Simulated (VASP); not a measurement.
Here is a VASP 6.6.1 calculation.

Contents of INCAR:

```
PREC = Accurate
ENCUT = 520
EDIFF = 1E-7
ISMEAR = -1
SIGMA = 0.1
LREAL = F
LASPH = T
NELM = 80
ALGO = Normal
ISIF = 2
LWAVE = F
LCHARG = F
GGA = PS
NBANDS = 18
```

File KPOINTS:

```
Automatic mesh
0
Gamma
  16 16 9
```

POSCAR

```
Cu
1.0
    2.6155336364      0.0000000000      0.0000000000
   -1.3077668182      2.2651185736      0.0000000000
    0.0000000000      0.0000000000      4.2831745144
Cu
2
Direct
    0.3333333333      0.6666666667      0.2500000000
    0.6666666667      0.3333333333      0.7500000000
```

Potentials or basis: VASP PAW PBE potentials, release 64 (Cu).

Run with:

```bash
$ cat potpaw_PBE.64/Cu/POTCAR > POTCAR
$ mpirun -np 1 vasp_std > vasp.out
```

Problem. Predict the pressure.

Solution. -13.6 GPa.

Problem. Estimate the band gap on the k mesh.

Solution. None (metal or under the smearing width).

Stress tensor (GPa, compression positive):
```
-13.52   0.00   0.00
  0.00 -13.52   0.00
  0.00   0.00 -13.64
```

Caveat: the PAW data sets were made with another functional, which shifts forces and pressure a little.
